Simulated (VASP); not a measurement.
# AgCl (Pm-3m) in VASP: notebook, part 2 of 2

VASP 6.6.1.

**4. Single point, PBE**

Contents of INCAR:

```
PREC     = Accurate       # precision mode
ENCUT    = 460            # plane-wave cutoff, eV
EDIFF    = 1E-6           # SCF threshold, eV
ISMEAR   = 0              # smearing method
SIGMA    = 0.05           # smearing width, eV
LREAL    = Auto         
LASPH    = T              # aspherical terms in the spheres
NELM     = 100            # most SCF steps
ALGO     = Normal         # electronic algorithm
ISIF     = 2              # what is computed and relaxed
LWAVE    = F              # write WAVECAR
LCHARG   = F              # write CHGCAR
GGA      = PE             # functional
ADDGRID  = F
```

Contents of KPOINTS:

```
Automatic mesh
0
Gamma
  4 4 4
```

Contents of POSCAR:

```
AgCl
1.0
    3.4339730000      0.0000000000      0.0000000000
    0.0000000000      3.4339730000      0.0000000000
    0.0000000000      0.0000000000      3.4339730000
Ag Cl
1 1
Direct
    0.0000000000      0.0000000000      0.0000000000
    0.5000000000      0.5000000000      0.5000000000
```

Run with:

```sh
$ cat potpaw_PBE.64/Ag/POTCAR potpaw_PBE.64/Cl/POTCAR > POTCAR
$ mpirun -np 1 vasp_std > vasp.out
```

It took 4.2 s on 1 thread of AMD EPYC 9R45 (Zen 5), shared host; peak memory 0.1 GiB.

The run converged, but some of its settings lie outside the range that counts as converged, so its numbers aren't taken as properties of the crystal.

What came out:

```yaml
Free_energy: -5.0963 eV
Pressure: -0.1 GPa
Band_gap_on_the_k_mesh: 0.56 eV, indirect (least direct gap 2.05 eV)
```

Caveat: the k mesh is coarse (spacing up to 0.46 Å⁻¹), so the values aren't converged.

**5. Single point, PBE**

INCAR, as its differences from that of step 4:

```diff
@@ -2,6 +2,6 @@
 ENCUT    = 460            # plane-wave cutoff, eV
-EDIFF    = 1E-6           # SCF threshold, eV
+EDIFF    = 0.01           # SCF threshold, eV
 ISMEAR   = 0              # smearing method
 SIGMA    = 0.05           # smearing width, eV
-LREAL    = Auto         
+LREAL    = F              # projectors in reciprocal space
 LASPH    = T              # aspherical terms in the spheres
```

KPOINTS is that of step 4.

POSCAR is that of step 4.

Potentials or basis: VASP PAW PBE potentials, release 64 (Ag, Cl).

Run with:

```sh
$ cat potpaw_PBE.64/Ag/POTCAR potpaw_PBE.64/Cl/POTCAR > POTCAR
$ mpirun -np 1 vasp_std > vasp.out
```

OUTCAR:

```text
PREC = Accurate
   ENCUT = 460
   EDIFF = 0.01
   ISMEAR = 0
   LREAL = F
   LASPH = T
   NELM = 100
   ISIF = 2
   GGA = PE

 Found     10 irreducible k-points:

 Following reciprocal coordinates:
            Coordinates               Weight
  0.000000  0.000000  0.000000      1.000000
  0.250000  0.000000  0.000000      6.000000
  0.500000  0.000000  0.000000      3.000000
  0.250000  0.250000  0.000000     12.000000
  0.500000  0.250000  0.000000     12.000000
[... 171 lines left out ...]
 [... further k-points ...]

------------------------ aborting loop because EDIFF is reached ----------------------------------------

  FORCE on cell =-STRESS in cart. coord.  units (eV):
  Direction    XX          YY          ZZ          XY          YZ          ZX
  --------------------------------------------------------------------------------------
  -------------------------------------------------------------------------------------
  Total       -0.2829432     -0.2829432     -0.2829432     -0.0000000     -0.0000000      0.0000000
  in kB      -11.1948739    -11.1948739    -11.1948739     -0.0000000     -0.0000000      0.0000000
  external PRESSURE =     -11.1948739 kB  Pullay stress =       0.0000000 kB

 VOLUME and BASIS-vectors are now :
 -----------------------------------------------------------------------------
  energy-cutoff  :      460.00
  volume of cell :       40.49
      direct lattice vectors                 reciprocal lattice vectors
     3.433973000  0.000000000  0.000000000     0.291207881  0.000000000  0.000000000
     0.000000000  3.433973000  0.000000000     0.000000000  0.291207881  0.000000000
     0.000000000  0.000000000  3.433973000     0.000000000  0.000000000  0.291207881

 POSITION                                       TOTAL-FORCE (eV/Angst)
 -----------------------------------------------------------------------------------
      0.00000      0.00000      0.00000         0.000000      0.000000      0.000000
      1.71699      1.71699      1.71699         0.000000      0.000000      0.000000
 -----------------------------------------------------------------------------------
    total drift:                               -0.000000      0.000000     -0.000000

  FREE ENERGIE OF THE ION-ELECTRON SYSTEM (eV)
  ---------------------------------------------------
  free  energy   TOTEN  =        -5.0958064024 eV

  energy  without entropy=       -5.0958064024  energy(sigma->0) =       -5.09580640
```

stdout:

```text
POSCAR found type information on POSCAR AgCl
 POSCAR found :  2 types and       2 ions
 scaLAPACK will be used
 LDA part: xc-table for (Slater+PW92), standard interpolation
 POSCAR, INCAR and KPOINTS ok, starting setup
 FFT: planning ... GRIDC
 FFT: planning ... GRID_SOFT
 FFT: planning ... GRID
 WAVECAR not read
 entering main loop
```

Wall time 2.6 s (1 thread of AMD EPYC 9R45 (Zen 5), shared host); peak memory 0.1 GiB.

The run converged, but some of its settings lie outside the range that counts as converged, so its numbers aren't taken as properties of the crystal.

What came out:

| Item | Value |
| --- | --- |
| Free energy | -5.0958 eV |
| Pressure | -1.1 GPa |
| Band gap on the k mesh | 0.56 eV, indirect (least direct gap 2.07 eV) |

Caveat: the k mesh is coarse (spacing up to 0.46 Å⁻¹), so the values aren't converged.

**6. Single point, PBE**

INCAR, as its differences from that of step 5:

```diff
@@ -2,3 +2,3 @@
 ENCUT    = 460            # plane-wave cutoff, eV
-EDIFF    = 0.01           # SCF threshold, eV
+EDIFF    = 0.001          # SCF threshold, eV
 ISMEAR   = 0              # smearing method
```

KPOINTS is that of step 5.

POSCAR is that of step 5.

Potentials or basis: VASP PAW PBE potentials, release 64 (Ag, Cl).

Run with:

```sh
$ cat potpaw_PBE.64/Ag/POTCAR potpaw_PBE.64/Cl/POTCAR > POTCAR
$ mpirun -np 1 vasp_std > vasp.out
```

OUTCAR:

```text
PREC = Accurate
   ENCUT = 460
   EDIFF = 0.001
   ISMEAR = 0
   LREAL = F
   LASPH = T
   NELM = 100
   ISIF = 2
   GGA = PE

 Found     10 irreducible k-points:

 Following reciprocal coordinates:
            Coordinates               Weight
  0.000000  0.000000  0.000000      1.000000
  0.250000  0.000000  0.000000      6.000000
  0.500000  0.000000  0.000000      3.000000
  0.250000  0.250000  0.000000     12.000000
  0.500000  0.250000  0.000000     12.000000
[... 172 lines left out ...]

------------------------ aborting loop because EDIFF is reached ----------------------------------------

  FORCE on cell =-STRESS in cart. coord.  units (eV):
  Direction    XX          YY          ZZ          XY          YZ          ZX
  --------------------------------------------------------------------------------------
  -------------------------------------------------------------------------------------
  Total       -0.0030566     -0.0030566     -0.0030566     -0.0000000     -0.0000000      0.0000000
  in kB       -0.1209386     -0.1209386     -0.1209386     -0.0000000     -0.0000000      0.0000000
  external PRESSURE =      -0.1209386 kB  Pullay stress =       0.0000000 kB

 VOLUME and BASIS-vectors are now :
 -----------------------------------------------------------------------------
  energy-cutoff  :      460.00
  volume of cell :       40.49
      direct lattice vectors                 reciprocal lattice vectors
     3.433973000  0.000000000  0.000000000     0.291207881  0.000000000  0.000000000
     0.000000000  3.433973000  0.000000000     0.000000000  0.291207881  0.000000000
     0.000000000  0.000000000  3.433973000     0.000000000  0.000000000  0.291207881

 POSITION                                       TOTAL-FORCE (eV/Angst)
 -----------------------------------------------------------------------------------
      0.00000      0.00000      0.00000         0.000000      0.000000      0.000000
      1.71699      1.71699      1.71699         0.000000      0.000000      0.000000
 -----------------------------------------------------------------------------------
    total drift:                                0.000000      0.000000     -0.000000

  FREE ENERGIE OF THE ION-ELECTRON SYSTEM (eV)
  ---------------------------------------------------
  free  energy   TOTEN  =        -5.0955560310 eV

  energy  without entropy=       -5.0955560310  energy(sigma->0) =       -5.09555603
```

OSZICAR:

```text
N       E                     dE             d eps       ncg     rms          rms(c)
DAV:   1     0.949757669251E+02    0.94976E+02   -0.82067E+03   284   0.114E+03
DAV:   2    -0.118247375697E+01   -0.96158E+02   -0.89536E+02   305   0.241E+02
DAV:   3    -0.537312138525E+01   -0.41906E+01   -0.41751E+01   295   0.531E+01
DAV:   4    -0.540732046791E+01   -0.34199E-01   -0.34197E-01   305   0.547E+00
DAV:   5    -0.540776575744E+01   -0.44529E-03   -0.44528E-03   310   0.610E-01    0.526E+00
DAV:   6    -0.511050698163E+01    0.29726E+00   -0.53178E-01   322   0.103E+01    0.358E+00
DAV:   7    -0.509920503175E+01    0.11302E-01   -0.13991E-01   260   0.301E+00    0.201E+00
DAV:   8    -0.509583388335E+01    0.33711E-02   -0.73545E-03   275   0.990E-01    0.393E-01
DAV:   9    -0.509555603104E+01    0.27785E-03   -0.65340E-04   155   0.418E-01
   1 F= -.50955560E+01 E0= -.50955560E+01  d E =-.276039E-15
```

Run time: 2.8 s. Hardware: 1 thread of AMD EPYC 9R45 (Zen 5), shared host; peak memory 0.1 GiB.

These settings aren't checked as converged: the numbers below hold their error.

Results:

| Property | Result |
| --- | --- |
| Free energy | -5.0956 eV |
| Pressure | 0.0 GPa |
| Band gap on the k mesh | 0.56 eV, indirect (least direct gap 2.05 eV) |

Caveat: the k mesh is coarse (spacing up to 0.46 Å⁻¹), so the values aren't converged.
